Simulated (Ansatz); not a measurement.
The calculation used DFT PBE, scalar-relativistic, plane waves, PAW (Ansatz). Settings: cutoff 420 eV, Γ-centred meshes spaced at most about 0.3 Å⁻¹, and about 0.25 Å⁻¹ or finer for metals (2π included), Gaussian smearing. No spin polarisation.

All energies are static (0 K, no zero-point motion).

Question: Order these relaxed structures of CdSe4 by energy, lowest first, with the energy over the lowest of them.
A. Space group P-3m1 (No. 164), trigonal, a = 3.889 Å, c = 8.963 Å. Around Cd lie 6 Se at 2.80 Å; around Se on its first site lie 3 Cd at 2.80 Å and 3 Se at 3.00 Å; Se on its second site has 3 Se at 2.78 Å and 3 Se at 3.00 Å.
B. Space group R-3m (No. 166), trigonal, a = 4.011 Å, c = 24.970 Å. Cd is surrounded by 6 Se at 2.82 Å; around Se on its first site lie 3 Cd at 2.82 Å and 3 Se at 2.95 Å; around Se on its second site lie 3 Se at 2.72 Å and 3 Se at 2.95 Å.

Answer: B (0 meV/atom), A (142 meV/atom). Counting Se atoms around Cd (those within 1.25 times the shortest such distance or 1.15 times the sum of covalent radii, 1.27 where that leaves under three): B has Cd 6; A has Cd 6. Both come from invented guesses. The lowest form computed isn't among them: it has space group P2_1/c (No. 14), 29.9 Å³/atom and lies 24 meV/atom below the best shown.

Cells relaxed within their symmetry can be saddle points. Some candidate types were left out of the draw beforehand, so a known form may be missing.
